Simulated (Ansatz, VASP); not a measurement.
# Cross-check of TaAu (Ta-Au-Au-Ta stack, (100) layers) between VASP and Ansatz

Wanted: the spread between two codes on one cell, functional and k mesh. The cell is taken from a series of runs on this material, whose earlier steps may have relaxed, scaled, displaced or heated it; both programs get it as it stands.

Main program and level: Ansatz 0.2.0; plane waves, with VASP 6.6.1 beside it; PBEsol.

**1. The structure**

The cell holds 4 atoms: 2 Ta and 2 Au. Cell: a = 2.753 Å, b = 2.753 Å, c = 36.040 Å, α = 90.0°, β = 90.0°, γ = 90.0°. It derives from TaAu. Vacuum lies along c.

Structure file:

```
Ta Au
1.0
     2.75314    0.00000    0.00000
     0.00000    2.75314    0.00000
     0.00000    0.00000   36.04000
Ta Au
2 2
Direct
  0.00000 0.00000 0.14789
  0.50000 0.50000 0.32713
  0.50000 0.50000 0.20573
  0.00000 0.00000 0.26930
```

**2. VASP: zone-centre phonons, PBEsol**

Second derivatives magnify differences that forces hide, and they need a tight electronic threshold.

Lines of VASP's logs that name or quote its potential files are left out, and so is its time.

INCAR

```
SYSTEM = TaAu
PREC = Accurate
ENCUT = 500
EDIFF = 1E-08
NELM = 120
ISMEAR = 1
SIGMA = 0.2
LREAL = .FALSE.
ALGO = Normal
GGA = PS
NBANDS = 28
LASPH = .TRUE.
LORBIT = 11
LWAVE = .FALSE.
LCHARG = .FALSE.
ISIF = 2
IBRION = 8
GGA_COMPAT = .FALSE.
NELMDL = -8
KPAR = 2
```

POSCAR

```
TaAu
1.0
    2.7531383083      0.0000000000      0.0000000000
    0.0000000000      2.7531383083      0.0000000000
    0.0000000000      0.0000000000     36.0400001536
Ta Au
2 2
Direct
    0.0000000000      0.0000000000      0.1478930809
    0.5000000000      0.5000000000      0.3271346640
    0.5000000000      0.5000000000      0.2057279450
    0.0000000000      0.0000000000      0.2692997999
```

KPOINTS

```
Automatic mesh
0
Gamma
6 6 1
0 0 0
```

The projector-augmented-wave data sets are Ta_pv and Au (PBE family, release 64).

The run is started by

```bash
$ mpirun -np 2 vasp_std
```

Numbers of over 12 decimals in the logs are rounded to 6 here.

The log of the run:

```text
[banner, memory and clock lines left out]
running    2 mpi-ranks, on    1 nodes
 distrk:  each k-point on    1 cores,    2 groups
 distr:  one band on    1 cores,    1 groups

 POSCAR found type information on POSCAR TaAu
 POSCAR found :  2 types and       4 ions
|                                                                             |
|               ----> ADVICE to this user running VASP <----                  |
|                                                                             |
|     You enforced a specific xc type in the INCAR file but a different       |
|     [... a line on the potential file left out ...]
|     I HOPE YOU KNOW WHAT YOU ARE DOING!                                     |
|                                                                             |

 LDA part: xc-table for (Slater+PW92), standard interpolation
 POSCAR, INCAR and KPOINTS ok, starting setup
 FFT: planning ... GRIDC
 FFT: planning ... GRID_SOFT
 FFT: planning ... GRID
 WAVECAR not read
 entering main loop
       N       E                     dE             d eps       ncg     rms          rms(c)
DAV:   1     0.294552460964E+03    0.29455E+03   -0.20945E+04   688   0.124E+03
DAV:   2    -0.187451879936E+02   -0.31330E+03   -0.30624E+03   740   0.284E+02
DAV:   3    -0.327479725507E+02   -0.14003E+02   -0.13644E+02   660   0.574E+01
DAV:   4    -0.332577188597E+02   -0.50975E+00   -0.50340E+00   828   0.973E+00
DAV:   5    -0.332659917390E+02   -0.82729E-02   -0.82506E-02   736   0.115E+00
DAV:   6    -0.332662949302E+02   -0.30319E-03   -0.30311E-03   888   0.186E-01
DAV:   7    -0.332662989402E+02   -0.40100E-05   -0.40080E-05   720   0.202E-02
DAV:   8    -0.332662992255E+02   -0.28536E-06   -0.28553E-06   864   0.360E-03    0.225E+01
DAV:   9    -0.322622843778E+02    0.10040E+01   -0.37735E+01   664   0.349E+01    0.203E+01
DAV:  10    -0.298534849442E+02    0.24088E+01   -0.11129E+01   628   0.169E+01    0.829E+00
DAV:  11    -0.297570877770E+02    0.96397E-01   -0.10741E+00   636   0.536E+00    0.134E+00
DAV:  12    -0.297480009697E+02    0.90868E-02   -0.26703E-01   668   0.271E+00    0.160E+00
DAV:  13    -0.297410237977E+02    0.69772E-02   -0.16019E-01   628   0.191E+00    0.487E-01
DAV:  14    -0.297341182771E+02    0.69055E-02   -0.35932E-02   704   0.937E-01    0.649E-02
[...]
DAV:  25    -0.297344073487E+02   -0.35511E-05   -0.91593E-08   424   0.825E-04    0.193E-04
DAV:  26    -0.297344087638E+02   -0.14151E-05   -0.45627E-08   408   0.345E-04    0.186E-04
DAV:  27    -0.297344095140E+02   -0.75027E-06   -0.13415E-08   380   0.242E-04    0.570E-05
DAV:  28    -0.297344098807E+02   -0.36665E-06   -0.76231E-09   368   0.142E-04    0.496E-05
DAV:  29    -0.297344100458E+02   -0.16517E-06   -0.27594E-09   360   0.118E-04    0.405E-05
DAV:  30    -0.297344100720E+02   -0.26101E-07   -0.12471E-10   320   0.614E-05    0.151E-05
DAV:  31    -0.297344100981E+02   -0.26167E-07   -0.39502E-10   328   0.447E-05    0.778E-06
DAV:  32    -0.297344101020E+02   -0.39163E-08    0.10121E-11   316   0.231E-05
   1 F= -.29734410E+02 E0= -.29732212E+02  d E =-.659433E-02
 Linear response reoptimize wavefunctions to high precision
DAV:   1    -0.297344101034E+02   -0.13215E-08    0.70436E-11   328   0.154E-05
DAV:   2    -0.297344101034E+02   -0.50932E-10    0.95771E-11   324   0.794E-06
 Linear response DOF=           4
 Linear response progress:
  Degree of freedom:   1/  4
       N       E                     dE             d eps       ncg     rms          rms(c)
RMM:   1    -0.117328650074E+00   -0.11733E+00    0.14304E+01   952   0.206E+01
RMM:   2    -0.147017977966E+00   -0.29689E-01   -0.34803E-02  1326   0.108E+00    0.147E-01
RMM:   3    -0.145959738765E+00    0.10582E-02   -0.33925E-03  1529   0.259E-01    0.746E-02
RMM:   4    -0.146144829638E+00   -0.18509E-03   -0.96968E-04  1691   0.123E-01    0.196E-01
RMM:   5    -0.145153731769E+00    0.99110E-03   -0.19334E-04  1590   0.563E-02    0.368E-02
RMM:   6    -0.144914525834E+00    0.23921E-03   -0.20774E-05  1604   0.224E-02    0.622E-03
RMM:   7    -0.144862424288E+00    0.52102E-04   -0.52787E-06  1745   0.850E-03    0.252E-03
RMM:   8    -0.144862833686E+00   -0.40940E-06   -0.34479E-07  1700   0.353E-03    0.138E-03
RMM:   9    -0.144865237559E+00   -0.24039E-05   -0.13800E-06  1671   0.183E-03    0.423E-04
RMM:  10    -0.144866868302E+00   -0.16307E-05   -0.41927E-07  1796   0.859E-04    0.186E-04
RMM:  11    -0.144867560349E+00   -0.69205E-06   -0.41452E-07  1695   0.476E-04    0.982E-05
RMM:  12    -0.144867823743E+00   -0.26339E-06   -0.26594E-07  1687   0.278E-04    0.291E-05
RMM:  13    -0.144867849219E+00   -0.25476E-07   -0.21608E-07  1840   0.158E-04    0.151E-05
RMM:  14    -0.144867898631E+00   -0.49412E-07   -0.11620E-07  1675   0.108E-04    0.627E-06
RMM:  15    -0.144867907985E+00   -0.93544E-08   -0.10379E-07  1857   0.724E-05    0.696E-06
RMM:  16    -0.144867933666E+00   -0.25681E-07   -0.51415E-08  1654   0.545E-05    0.342E-06
RMM:  17    -0.144867932181E+00    0.14844E-08   -0.47605E-08  1615   0.431E-05    0.242E-06
 first order change of Fermi-energy  -0.43186E-02
 force on displaced ion       1 direction 1 :  -2.764   0.000   0.002
 Linear response progress:
  Degree of freedom:   2/  4
       N       E                     dE             d eps       ncg     rms          rms(c)
RMM:   1    -0.255988061963E+00   -0.25599E+00    0.11593E+01   614   0.196E+01
RMM:   2    -0.286948571106E+00   -0.30961E-01   -0.49184E-02   843   0.122E+00    0.193E-01
RMM:   3    -0.287503062834E+00   -0.55449E-03   -0.27208E-03   919   0.237E-01    0.160E-01
RMM:   4    -0.293252682255E+00   -0.57496E-02   -0.12512E-03   939   0.132E-01    0.528E-01
RMM:   5    -0.287324602871E+00    0.59281E-02   -0.84699E-04   920   0.114E-01    0.727E-02
RMM:   6    -0.287004391623E+00    0.32021E-03   -0.24411E-04   930   0.622E-02    0.397E-02
RMM:   7    -0.286977411487E+00    0.26980E-04   -0.41692E-05   939   0.277E-02    0.898E-03
RMM:   8    -0.286920835549E+00    0.56576E-04   -0.14515E-05  1003   0.128E-02    0.364E-03
RMM:   9    -0.286924687513E+00   -0.38520E-05    0.61838E-06   978   0.464E-03    0.237E-03
RMM:  10    -0.286924185914E+00    0.50160E-06    0.15738E-06  1039   0.236E-03    0.509E-04
RMM:  11    -0.286924416754E+00   -0.23084E-06   -0.41410E-08  1005   0.107E-03    0.252E-04
RMM:  12    -0.286924210773E+00    0.20598E-06   -0.66972E-07  1014   0.671E-04    0.101E-04
RMM:  13    -0.286924183015E+00    0.27757E-07   -0.16344E-07  1068   0.356E-04    0.528E-05
RMM:  14    -0.286924033299E+00    0.14972E-06   -0.14931E-07  1051   0.243E-04    0.322E-05
RMM:  15    -0.286923950748E+00    0.82551E-07   -0.74037E-08  1051   0.173E-04    0.148E-05
RMM:  16    -0.286923886436E+00    0.64312E-07   -0.32348E-08  1027   0.140E-04    0.111E-05
RMM:  17    -0.286923813693E+00    0.72743E-07    0.87687E-11  1071   0.119E-04    0.489E-06
RMM:  18    -0.286923773708E+00    0.39985E-07    0.44729E-08  1058   0.784E-05    0.383E-06
RMM:  19    -0.286923761099E+00    0.12608E-07    0.98955E-09  1048   0.617E-05    0.325E-06
RMM:  20    -0.286923761575E+00   -0.47549E-09    0.12435E-10  1012   0.539E-05    0.160E-06
 first order change of Fermi-energy  -0.27839E-01
 force on displaced ion       1 direction 3 :   0.000   0.000  -6.312
 Linear response progress:
  Degree of freedom:   3/  4
       N       E                     dE             d eps       ncg     rms          rms(c)
RMM:   1    -0.271457462133E+00   -0.27146E+00   -0.23746E-01  1616   0.263E+00
RMM:   2    -0.269472469223E+00    0.19850E-02   -0.12792E-02  1353   0.493E-01    0.120E-01
RMM:   3    -0.268892600209E+00    0.57987E-03   -0.55422E-04  1443   0.106E-01    0.654E-02
RMM:   4    -0.271816393488E+00   -0.29238E-02   -0.29528E-03  1601   0.128E-01    0.343E-01
RMM:   5    -0.268648229643E+00    0.31682E-02   -0.36756E-04  1471   0.697E-02    0.187E-02
RMM:   6    -0.268613696653E+00    0.34533E-04   -0.40705E-05  1495   0.256E-02    0.973E-03
RMM:   7    -0.268547410906E+00    0.66286E-04   -0.46034E-06  1535   0.887E-03    0.342E-03
RMM:   8    -0.268532855490E+00    0.14555E-04   -0.89224E-07  1566   0.321E-03    0.186E-03
RMM:   9    -0.268525756524E+00    0.70990E-05   -0.26617E-07  1510   0.152E-03    0.604E-04
RMM:  10    -0.268521051090E+00    0.47054E-05    0.87183E-08  1622   0.585E-04    0.214E-04
RMM:  11    -0.268518204910E+00    0.28462E-05   -0.30431E-07  1647   0.217E-04    0.501E-05
RMM:  12    -0.268518256023E+00   -0.51113E-07   -0.30135E-08  1608   0.715E-05    0.256E-05
RMM:  13    -0.268518117341E+00    0.13868E-06   -0.25694E-09  1695   0.299E-05    0.749E-06
RMM:  14    -0.268518129839E+00   -0.12498E-07   -0.29811E-08  1638   0.167E-05    0.342E-06
RMM:  15    -0.268518123352E+00    0.64869E-08   -0.90031E-09  1537   0.117E-05    0.246E-06
 first order change of Fermi-energy   0.21201E-02
 force on displaced ion       3 direction 1 :  -3.415   0.000  -0.005
 Linear response progress:
  Degree of freedom:   4/  4
       N       E                     dE             d eps       ncg     rms          rms(c)
RMM:   1    -0.352614496475E+00   -0.35261E+00   -0.24435E-01  1044   0.278E+00
RMM:   2    -0.348850617281E+00    0.37639E-02   -0.15691E-02   841   0.547E-01    0.210E-01
RMM:   3    -0.359226864574E+00   -0.10376E-01   -0.22876E-03   903   0.208E-01    0.660E-01
RMM:   4    -0.349732676610E+00    0.94942E-02   -0.21047E-03   907   0.161E-01    0.284E-01
RMM:   5    -0.348592245561E+00    0.11404E-02   -0.40088E-04   880   0.893E-02    0.126E-01
RMM:   6    -0.348516810848E+00    0.75435E-04   -0.31425E-04   889   0.704E-02    0.539E-02
RMM:   7    -0.348461352983E+00    0.55458E-04   -0.77190E-05   859   0.409E-02    0.107E-02
RMM:   8    -0.348426676909E+00    0.34676E-04   -0.15907E-05   906   0.154E-02    0.944E-03
RMM:   9    -0.348401378638E+00    0.25298E-04   -0.20092E-06   885   0.660E-03    0.147E-03
RMM:  10    -0.348385582263E+00    0.15796E-04   -0.24361E-07   971   0.184E-03    0.448E-04
RMM:  11    -0.348385880840E+00   -0.29858E-06   -0.16248E-08   928   0.615E-04    0.199E-04
RMM:  12    -0.348384373778E+00    0.15071E-05    0.50834E-09   962   0.218E-04    0.631E-05
RMM:  13    -0.348384430875E+00   -0.57097E-07    0.99063E-09   968   0.841E-05    0.477E-05
RMM:  14    -0.348384553059E+00   -0.12218E-06   -0.70523E-09   947   0.758E-05    0.265E-05
RMM:  15    -0.348384528353E+00    0.24706E-07   -0.17408E-08  1003   0.321E-05    0.208E-05
RMM:  16    -0.348384475122E+00    0.53232E-07   -0.91241E-09  1023   0.652E-05    0.693E-06
RMM:  17    -0.348384497861E+00   -0.22739E-07   -0.62268E-09   990   0.170E-05    0.405E-06
RMM:  18    -0.348384481031E+00    0.16830E-07   -0.13822E-08   967   0.230E-05    0.266E-06
RMM:  19    -0.348384484991E+00   -0.39606E-08   -0.35908E-10   872   0.155E-05    0.130E-06
 first order change of Fermi-energy  -0.38722E-01
 force on displaced ion       3 direction 3 :  -0.000   0.000  -8.925
 Linear response finished
```

From OUTCAR (step 2):

```text
ion  position               nearest neighbor table
   1  0.000  0.000  0.148-   3 2.85   3 2.85   3 2.85   3 2.85
   2  0.500  0.500  0.327-   4 2.85   4 2.85   4 2.85   4 2.85
   3  0.500  0.500  0.206-   1 2.85   1 2.85   1 2.85   1 2.85   4 3.01   4 3.01   4 3.01   4 3.01

  LATTYP: Found a simple tetragonal cell.
 ALAT       =     2.7531383083
 C/A-ratio  =    13.0905156653

 Subroutine GETGRP returns: Found 16 space group operations
 (whereof  8 operations were pure point group operations)

The static configuration has the point symmetry C_4v.
 The point group associated with its full space group is D_4h.

 Found     10 irreducible k-points:

   k-points           NKPTS =     10   k-points in BZ     NKDIM =     10   number of bands    NBANDS=     28

   dimension x,y,z NGX =    20 NGY =   20 NGZ =  270
   dimension x,y,z NGXF=    40 NGYF=   40 NGZF=  540

   ENCUT  =  500.0 eV  36.75 Ry    6.06 a.u.   5.02  5.02 65.71*2*pi/ulx,y,z

   NELECT =      44.0000    total number of electrons

 k-points in reciprocal lattice and weights: Automatic mesh
   0.00000000  0.00000000  0.00000000       0.028
   0.16666667  0.00000000  0.00000000       0.111
   0.33333333  0.00000000  0.00000000       0.111
   0.50000000  0.00000000  0.00000000       0.056
   0.16666667  0.16666667  0.00000000       0.111
   0.33333333  0.16666667  0.00000000       0.222
   0.50000000  0.16666667  0.00000000       0.111
   0.33333333  0.33333333  0.00000000       0.111
   0.50000000  0.33333333  0.00000000       0.111
   0.50000000  0.50000000  0.00000000       0.028

 average (electrostatic) potential at core
       1 -44.2594       2 -44.2594       3 -75.8710       4 -75.8710

  Total        0.7495874      0.7495874     -0.7037130      0.0000000      0.0000000     -0.0000000
  in kB        4.3963477      4.3963477     -4.1272931      0.0000000      0.0000000     -0.0000000
  external PRESSURE =       1.5551341 kB  Pullay stress =       0.0000000 kB

  energy-cutoff  :      500.00
  volume of cell :      273.17
      direct lattice vectors                 reciprocal lattice vectors
     2.753138308  0.000000000  0.000000000     0.363221854  0.000000000  0.000000000
     0.000000000  2.753138308  0.000000000     0.000000000  0.363221854  0.000000000
     0.000000000  0.000000000 36.040000154     0.000000000  0.000000000  0.027746948

 POSITION                                       TOTAL-FORCE (eV/Angst)
 -----------------------------------------------------------------------------------
      0.00000      0.00000      5.33007         0.000000     -0.000000      0.055931
      1.37657      1.37657     11.78993        -0.000000      0.000000     -0.055931
      1.37657      1.37657      7.41444        -0.000000     -0.000000      0.133343
      0.00000      0.00000      9.70556         0.000000     -0.000000     -0.133343
 -----------------------------------------------------------------------------------
    total drift:                                0.000000      0.000000      0.000111

 Eigenvectors and eigenvalues of the dynamical matrix
 ----------------------------------------------------

   1 f  =    4.417511 THz    27.756040 2PiTHz  147.352302 cm-1    18.269349 meV
             X         Y         Z           dx          dy          dz
      0.000000  0.000000  5.330067    -0.000000    0.000000    0.400604
      1.376569  1.376569 11.789933     0.000000   -0.000000   -0.400604
      1.376569  1.376569  7.414435     0.000000   -0.000000   -0.582680
      0.000000  0.000000  9.705565    -0.000000    0.000000    0.582680

   2 f  =    4.033482 THz    25.343114 2PiTHz  134.542471 cm-1    16.681133 meV
             X         Y         Z           dx          dy          dz
      0.000000  0.000000  5.330067    -0.000000    0.000000    0.510141
      1.376569  1.376569 11.789933     0.000000   -0.000000    0.510141
      1.376569  1.376569  7.414435     0.000000   -0.000000   -0.489649
      0.000000  0.000000  9.705565    -0.000000    0.000000   -0.489649

   3 f  =    2.871960 THz    18.045056 2PiTHz   95.798269 cm-1    11.877466 meV
             X         Y         Z           dx          dy          dz
      0.000000  0.000000  5.330067     0.086069    0.445317   -0.000000
      1.376569  1.376569 11.789933    -0.086069   -0.445317   -0.000000
      1.376569  1.376569  7.414435    -0.102943   -0.532623    0.000000
      0.000000  0.000000  9.705565     0.102943    0.532623   -0.000000

   4 f  =    2.871960 THz    18.045056 2PiTHz   95.798269 cm-1    11.877466 meV
             X         Y         Z           dx          dy          dz
      0.000000  0.000000  5.330067     0.445317   -0.086069   -0.000000
      1.376569  1.376569 11.789933    -0.445317    0.086069    0.000000
      1.376569  1.376569  7.414435    -0.532623    0.102943   -0.000000
      0.000000  0.000000  9.705565     0.532623   -0.102943   -0.000000

   5 f  =    2.639727 THz    16.585896 2PiTHz   88.051828 cm-1    10.917030 meV
             X         Y         Z           dx          dy          dz
      0.000000  0.000000  5.330067    -0.086720    0.504067   -0.000000
      1.376569  1.376569 11.789933    -0.086720    0.504067    0.000000
      1.376569  1.376569  7.414435     0.082784   -0.481189   -0.000000
      0.000000  0.000000  9.705565     0.082784   -0.481189    0.000000

   6 f  =    2.639727 THz    16.585896 2PiTHz   88.051828 cm-1    10.917030 meV
             X         Y         Z           dx          dy          dz
      0.000000  0.000000  5.330067     0.504067    0.086720    0.000000
      1.376569  1.376569 11.789933     0.504067    0.086720    0.000000
      1.376569  1.376569  7.414435    -0.481189   -0.082784    0.000000
      0.000000  0.000000  9.705565    -0.481189   -0.082784    0.000000

   7 f  =    1.848638 THz    11.615332 2PiTHz   61.663910 cm-1     7.645347 meV
             X         Y         Z           dx          dy          dz
      0.000000  0.000000  5.330067     0.000000   -0.000000   -0.582680
      1.376569  1.376569 11.789933     0.000000   -0.000000    0.582680
      1.376569  1.376569  7.414435    -0.000000    0.000000   -0.400604
      0.000000  0.000000  9.705565    -0.000000   -0.000000    0.400604

   8 f  =    0.852539 THz     5.356663 2PiTHz   28.437653 cm-1     3.525818 meV
             X         Y         Z           dx          dy          dz
      0.000000  0.000000  5.330067    -0.169667   -0.515265   -0.000000
      1.376569  1.376569 11.789933     0.169667    0.515265   -0.000000
      1.376569  1.376569  7.414435    -0.141855   -0.430804   -0.000000
      0.000000  0.000000  9.705565     0.141855    0.430804   -0.000000

   9 f  =    0.852539 THz     5.356663 2PiTHz   28.437653 cm-1     3.525818 meV
             X         Y         Z           dx          dy          dz
      0.000000  0.000000  5.330067     0.515265   -0.169667    0.000000
      1.376569  1.376569 11.789933    -0.515265    0.169667    0.000000
      1.376569  1.376569  7.414435     0.430804   -0.141855    0.000000
      0.000000  0.000000  9.705565    -0.430804    0.141855    0.000000

  10 f/i=    0.002847 THz     0.017891 2PiTHz    0.094980 cm-1     0.011776 meV
             X         Y         Z           dx          dy          dz
      0.000000  0.000000  5.330067    -0.000000   -0.000000    0.489649
      1.376569  1.376569 11.789933    -0.000000   -0.000000    0.489649
      1.376569  1.376569  7.414435    -0.000000   -0.000000    0.510141
      0.000000  0.000000  9.705565    -0.000000   -0.000000    0.510141

  11 f/i=    0.005323 THz     0.033448 2PiTHz    0.177569 cm-1     0.022016 meV
             X         Y         Z           dx          dy          dz
      0.000000  0.000000  5.330067     0.487189    0.032305    0.000000
      1.376569  1.376569 11.789933     0.487189    0.032305    0.000000
      1.376569  1.376569  7.414435     0.510351    0.033841    0.000000
      0.000000  0.000000  9.705565     0.510351    0.033841    0.000000

  12 f/i=    0.005323 THz     0.033448 2PiTHz    0.177569 cm-1     0.022016 meV
             X         Y         Z           dx          dy          dz
      0.000000  0.000000  5.330067     0.032305   -0.487189   -0.000000
      1.376569  1.376569 11.789933     0.032305   -0.487189   -0.000000
      1.376569  1.376569  7.414435     0.033841   -0.510351   -0.000000
      0.000000  0.000000  9.705565     0.033841   -0.510351   -0.000000

 ELASTIC MODULI CONTR FROM IONIC RELAXATION (kBar)
 Direction    XX          YY          ZZ          XY          YZ          ZX
 --------------------------------------------------------------------------------
 XX        -252.9850   -252.9850   -342.4039      0.0000      0.0000      0.0000
 YY        -252.9850   -252.9850   -342.4039      0.0000      0.0000      0.0000
 ZZ        -342.4039   -342.4039   -464.1061      0.0000      0.0000      0.0000
 XY           0.0000      0.0000      0.0000      0.0000      0.0000      0.0000
 YZ           0.0000      0.0000      0.0000      0.0000   -227.7191     -0.0000
 ZX           0.0000      0.0000      0.0000      0.0000     -0.0000    -85.2312
 --------------------------------------------------------------------------------
```

(Continued in part 2 of 2.)

[Lines on the potential files, build, host, timing and source positions are cut from VASP's logs without a mark.]

[Logs are printed without paths, hosts, clocks, repeated set-up lines and the standing remarks that a program may print on its own settings, such as how far it seeks lower states.]

[Hosts, paths, dates, database ids (printed as entryN), source tags and the programs' standing remarks are cut or masked in the printed files.]
